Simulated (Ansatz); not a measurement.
Runs of Ansatz 0.2.0 on AlCo3. Symmetry: Pm-3m, No. 221, cubic system. Conventional cell: a = 3.575 Å, b = 3.575 Å, c = 3.575 Å, α = 90.00°, β = 90.00°, γ = 90.00°. Around Co (site symmetry 4/mmm) lie 8 Co at 2.53 Å and 4 Al at 2.53 Å. Around Al (site symmetry m-3m) lie 12 Co at 2.53 Å. The cell comes from a database or a generator and needn't be the stable form of this composition.

```csv
spin,k mesh,gap on the mesh (eV),pressure (GPa),moment (μB)
"collinear, ferromagnetic start",8 × 8 × 8,none,-7.4,3.86
"collinear, random start",8 × 8 × 8,none,-7.4,3.86
"collinear, ferrimagnetic start",8 × 8 × 8,none,-7.4,3.86
off,8 × 8 × 8,none,-13.8,-
"non-collinear, random start",6 × 6 × 6,none,(a),3.81
"collinear, antiferromagnetic start",8 × 8 × 8,none,-7.4,3.86
```

Alike in all rows: task single point; level PBEsol; potentials or basis Ansatz PAW; cell as given; cutoff (eV) 420; smearing fermi-dirac 0.05 eV.

Question: Estimate the missing entries.

Answer: (a) -7.5.

Caveats: the PAW data sets come from PBE, with cores solved anew for the run's functional, which leaves a small shift of forces and pressure; the starting moments weren't kept (some runs).

A gap of «none» marks a metal or a gap under the smearing width.
